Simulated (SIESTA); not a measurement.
Crystal: AlNi3.

```
Ni Al
1.0
     3.52305    0.00000    0.00000
     0.00000    3.52305    0.00000
     0.00000    0.00000    3.52305
Ni Al
3 1
Direct
  0.50000 0.50000 0.00000
  0.50000 0.00000 0.50000
  0.00000 0.50000 0.50000
  0.00000 0.00000 0.00000
```

The cell is a database's computed one.

Base run:

- Program: SIESTA 5.4.2
- Functional: PBEsol
- Potentials or basis: PseudoDojo 0.4 standard (PBEsol files)
- Basis: DZP (energy shift 0.003 Ry; two zetas on semicore shells)
- Grid cutoff: 800 Ry
- Energy shift: 0.003 Ry
- k mesh: 8 × 8 × 8
- Occupations: fermi-dirac, width 0.05 eV
- Spin: collinear spin, ferromagnetic start
- Starting moments: [1.0, 1.0, 1.0, 0.0] μB

Its results: band gap on the k mesh none (metal or under the smearing width); pressure -2.0 GPa; net moment 0.64 μB per cell.

Problem. The run is repeated on the same cell with these changes: spin from collinear spin, ferromagnetic start to collinear spin, zero start; moments at the start from [1.0, 1.0, 1.0, 0.0] to [0.0, 0.0, 0.0, 0.0]. What comes out?

Solution. Band gap on the k mesh none (metal or under the smearing width); pressure -2.2 GPa; net moment 0.00 μB per cell.

Caveats: short orbitals over semicore shells can move pressures by several GPa; the basis of atomic orbitals isn't converged, which shifts pressures, moduli and gaps.
